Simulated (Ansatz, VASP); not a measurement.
## Two plane-wave programs on SiC (Moissanite 3C)

```
Si C
1.0
     0.00000    2.17842    2.17842
     2.17842    0.00000    2.17842
     2.17842    2.17842    0.00000
Si C
1 1
Direct
  0.00000 0.00000 0.00000
  0.25000 0.25000 0.25000
```

Alike in both runs: functional PBEsol; k mesh 10 × 10 × 10; occupations gaussian, width 0.02 eV; no spin polarisation.

Ansatz relaxed the structure, and its values are those at the end. VASP's run is a single point on that final structure, the one shown.

```csv
,VASP,Ansatz
version,VASP 6.6.1,Ansatz 0.2.0
potentials or method,"VASP PAW PBE potentials, release 64 (Si, C)","scalar-relativistic, plane waves, PAW"
plane-wave cutoff (eV),520,420
valence electrons in the cell,8,8
```

```tsv
	VASP	Ansatz	Ansatz less VASP
gap on the k mesh at the Fermi level (eV)	1.23	1.24	+0.010
least direct gap on the mesh (eV)	4.44	4.45	+0.009
pressure (GPa)	0.3	0.0	-0.35
```

With one functional, cell and mesh, what is left measures potentials, basis and numerics.

Caveats: the PAW data sets were made with another functional, which shifts forces and pressure a little (VASP). As with any semilocal functional, this PBEsol gap is likely too small. A k mesh can miss the band edges.
